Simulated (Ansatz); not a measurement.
**BN (P6_3/mmc), ideal shear of a crystal plane**

All numbers below come from DFT PBE+D3(BJ), scalar-relativistic, plane waves, PAW in Ansatz. Cutoff 420 eV, Γ-centred 10×10×2 k-points, Gaussian smearing of 0.05 eV. No spin polarisation. Energies are free energies at this smearing, counted from the undisturbed cell; pressure is positive in compression.

The undisturbed cell (as given, not relaxed at this level; it stands at 0.6 GPa):

```
B N
1.0
    -2.50399    0.00000    0.00000
    -1.25200   -2.16852    0.00000
     0.00000    0.00000   13.32240
B N
4 4
Direct
  0.33333 0.33333 0.87500
  0.33333 0.33333 0.37500
  0.66667 0.66667 0.12500
  0.66667 0.66667 0.62500
  0.33333 0.33333 0.12500
  0.33333 0.33333 0.62500
  0.66667 0.66667 0.87500
  0.66667 0.66667 0.37500
```

The cut lies on the cell's a–b face, a (0 0 1) plane (indices in the standard cell, whose axes needn't be the Cartesian ones shown) of area 5.43 Å², between layers 3.33 Å apart. Vector c is tilted by f times 1·a + 0·b (length 2.504 Å) with the atoms' Cartesian places fixed: one unrelaxed fault a cell. The traction is dγ/du, the slope of γ against the slip u in Å. Some rows repeat others by symmetry and weren't run.

| f | γ (mJ/m²) | traction (GPa) |
| --- | --- | --- |
| 0.0000 | 0 | 0.0 |
| 0.1000 | 4 | 0.3 |
| 0.2000 | 14 | 0.5 |
| 0.3000 | 27 | 0.5 |
| 0.4000 | 38 | 0.3 |
| 0.5000 | 42 | 0.0 |
| 0.6000 | 38 | -0.3 |
| 0.7000 | 27 | -0.5 |
| 0.8000 | 14 | -0.5 |
| 0.9000 | 4 | -0.3 |

Question: Read off the first barrier and the stress needed to climb it, and compare with Frenkel's sinusoid.

Answer: The first sampled maximum lies at f = 0.500, a slip of 1.25 Å, with γ ≈ 42 mJ/m², which stands in for the unstable fault energy γ_us, and the steepest sampled slope before it is 0.5 GPa. A sinusoid γ = γ_us sin²(πu/λ) with its maximum there has λ = 2.50 Å and a largest slope πγ_us/λ = 0.5 GPa (1 mJ/m² per Å = 0.01 GPa). The stand-in is too high: the stress and forces give a traction of 0.8 GPa across the line at this point, so it is no saddle, and slip that bends off the line crosses lower.

Question: Is there a metastable fault on this line?

Answer: Apart from points where γ returns to about zero, no local minimum shows among the samples, so at this sampling the line offers no fault for a dislocation to split on; a fault can still lie off the line.

The cut is rigid; relaxing the faces lowers these energies and usually the stresses.